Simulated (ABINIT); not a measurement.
Write the native input for ABINIT 10.8.3 (patched build) that does the following.

```yaml
Task: band structure
Functional: LDA
Potentials_or_basis: JTH PAW PBE v2.0
Cutoff: 626 eV
k_mesh: 10 × 10 × 9
Occupations: fermi-dirac, width 0.05 eV
Spin: no spin polarisation
Fine-grid_cutoff: 1224.51 eV
```

Crystal: WC (Qusongite).

```
W C
1.0
     2.90650    0.00000    0.00000
    -1.45325    2.51710    0.00000
     0.00000    0.00000    2.83660
W C
1 1
Cartesian
  0.0000 0.0000 0.0000
  1.4533 0.8390 1.4183
```

One way to write it, as run:

run.abi

```
# Datasets: ground state, then fixed potential
ndtset 2

# Pseudopotentials
pp_dirpath "./"
pseudos "W.GGA_PBE-JTH.xml, C.GGA_PBE-JTH.xml"

# Structure
acell 5.4924889812 5.4924889812 5.3603971251
rprim
     1.0000000000     0.0000000000     0.0000000000
    -0.5000000000     0.8660254038     0.0000000000
     0.0000000000     0.0000000000     1.0000000000
ntypat 2
znucl 74 6
natom 2
typat 1 2
xred
     0.0000000000     0.0000000000     0.0000000000
     0.6666666667     0.3333333333     0.5000000000

# Plane-wave basis
ecut 23.0
pawecutdg 45.0

# Exchange and correlation
ixc 7

# Bands and occupations
occopt 3
tsmear 0.00183747

# SCF cycle
nstep 100

# Output
iomode 3
prtwf 0
prteig 0
prtebands 0
enunit 1
prtden1 1
prtvha1 1
prtvclmb1 1
prtpot1 1

# Dataset 1
kptopt1 1
ngkpt1 10 10 9
nshiftk1 1
shiftk1 0.0 0.0 0.0
nband1 13
tolvrs1 1.0e-9

# Dataset 2: bands along G-M-K-G-A-L-H-A
iscf2 -2
getden2 1
nband2 19
nbdbuf2 4
tolwfr2 1.0e-11
kptopt2 -7
ndivsm2 8
prteig2 1
kptbounds2
     0.0000000000     0.0000000000     0.0000000000
     0.5000000000     0.0000000000     0.0000000000
     0.3333333333     0.3333333333     0.0000000000
     0.0000000000     0.0000000000     0.0000000000
     0.0000000000     0.0000000000     0.5000000000
     0.5000000000     0.0000000000     0.5000000000
     0.3333333333     0.3333333333     0.5000000000
     0.0000000000     0.0000000000     0.5000000000
```

Potentials or basis: JTH PAW PBE v2.0.

Command:

```console
$ abinit run.abi > log 2>&1
```

It gave:

| Quantity | Value |
| --- | --- |
| Pressure | -8.9 GPa |
| Band gap on the k mesh | none (metal or under the smearing width) |
| Valence electrons inside the program's atomic spheres | W 11.91; C 2.46 |

Caveat: the PAW data sets were made with another functional, which shifts forces and pressure a little; spin-orbit coupling is left out, which moves the levels of the heavy elements.

Wall time 36 s on 1 thread of Arm Neoverse V1 (shared host), peak memory 0.11 GiB.
